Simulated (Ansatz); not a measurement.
Input and command of a calculation in Ansatz (plane waves; scalar-relativistic PAW potentials unless the input names others):

```yaml
crystal:
  lattice:
    - [1.2010769119, 0.6934420784, 3.3729344033]
    - [-1.2010769119, 0.6934420784, 3.3729344033]
    - [0.0, -1.3868841568, 3.3729344033]
  atoms:
    - { symbol: B, position: [0.9996712, 0.9996712, 0.9996712] }
    - { symbol: "N", position: [0.3327618, 0.3327618, 0.3327618] }
basis:
  ecutwfc: 420
  ecutrho_ratio: 1
kpoints:
  mp_grid: { grid: [12, 12, 12] }
hamiltonian:
  xc: lda
scf:
  occupations: { method: gaussian, width: 0.05 }
  max_iter: 80
output:
  forces: true
  eigenvalues: true
  stress: true
```

```bash
ansatz run input.yaml --threads 1 --pin off --max-ram 2560MiB --backend cpu --events-out ev --progress --plain --runs-dir out
```

Abridged log:
```
Basis set: ecut = 420 eV, 305 PW (Γ), FFT grids on a1−a3, a2−a3, a3
Bands: 8, of which v1, the nominal top of the filled ones, is band 4 counted from 1 (3 counted from 0)
Symmetry: 6 space group operations
k-points: 189 of 1728 (time reversal used)
SCF iter   1: F=—  HF=-526.075889 eV  |F-HF|=—  |Δ(HF+E_count)|=         —  Δρ=8.02e-3  dr2=1.08e-2  ethr=1.77e-3  ⟨swp⟩=4.2  Hψ=9917  notcnv=0
SCF iter   2: F=—  HF=-526.073119 eV  |F-HF|=—  |Δ(HF+E_count)|=   2.77e-3  Δρ=3.58e-3  dr2=8.59e-4  ethr=1.34e-4  ⟨swp⟩=2.4  Hψ=3925  notcnv=0
SCF iter   3: F=—  HF=-526.072872 eV  |F-HF|=—  |Δ(HF+E_count)|=   2.47e-4  Δρ=1.33e-3  dr2=1.15e-4  ethr=1.07e-5  ⟨swp⟩=2.8  Hψ=2460  notcnv=0
SCF iter   4: F=—  HF=-526.072849 eV  |F-HF|=—  |Δ(HF+E_count)|=   2.34e-5  Δρ=3.71e-4  dr2=8.68e-6  ethr=1.44e-6  ⟨swp⟩=1.0  Hψ=1524  notcnv=0
SCF iter   5: F=—  HF=-526.072848 eV  |F-HF|=—  |Δ(HF+E_count)|=   4.13e-7  Δρ=4.51e-5  dr2=1.11e-7  ethr=1.09e-7  ⟨swp⟩=1.9  Hψ=2131  notcnv=0
SCF iter   6: F=-526.072848 eV  HF=-526.072848 eV  |F-HF|=4.43e-10  |Δ(HF+E_count)|=   9.24e-9  Δρ=3.81e-6  dr2=9.49e-10  ethr=1.25e-9  ⟨swp⟩=4.9  Hψ=6950  notcnv=0
SCF 1 converged in 6 iterations: F = -526.072848 eV  dr2 = 9.49e-10
SCF converged after 6 iterations
Free energy (F): -526.072848 eV
Harris-Foulkes:  -526.072848 eV  (|F-HF|=4.43e-10)
Internal energy: -526.072848 eV  (E = F + TS)
E sigma→0 (E₀):  -526.072848 eV
Fermi energy:    7.217455 eV
--- Forces (eV/Å), atoms counted from 1 ---
  atom   1  B      0.00000000     0.00000000     0.18481642
  atom   2  N      0.00000000     0.00000000    -0.18558613
--- Stress (GPa, compression-positive) ---
       39.017817       0.000000       0.000000
        0.000000      39.017817       0.000000
        0.000000       0.000000      -5.511389
  P = ⅓ Tr σ = 24.1747 GPa (241.747 kbar)
```

Question: Find the fault.

Answer: The fault is a density cutoff too low for products of the waves, which reach up to 4 times the waves' cutoff (basis.ecutrho_ratio: not typed → 1, the first being the value of the sound run). Setting it back cures it. The log, from which this was withheld above, says: «Warning: basis.ecutrho_ratio = 1 (ecutrho = 420 eV) is below the records' recommended 1680 eV» «settings of this run that can trade accuracy for cost: basis.ecutrho_ratio < 4. Do not mix this run's numbers with those of runs without the same settings; the input reference describes each key» The run converged all the same, with an energy at zero smearing 54.56 meV/atom above the reference's, pressure 24.17 GPa, largest force 0.186 eV/Å, gap on the mesh 4.34 eV, so convergence alone doesn't show that an input is right. A reference run from the same start on usual settings converged with pressure 29.76 GPa, largest force 0.007 eV/Å, gap on the mesh 4.32 eV.

It took 4.7 s on 1 thread of Intel(R) Xeon(R) Processor @ 2.50GHz (Skylake/Cascade Lake), with other jobs on the host, peak memory 0.31 GiB.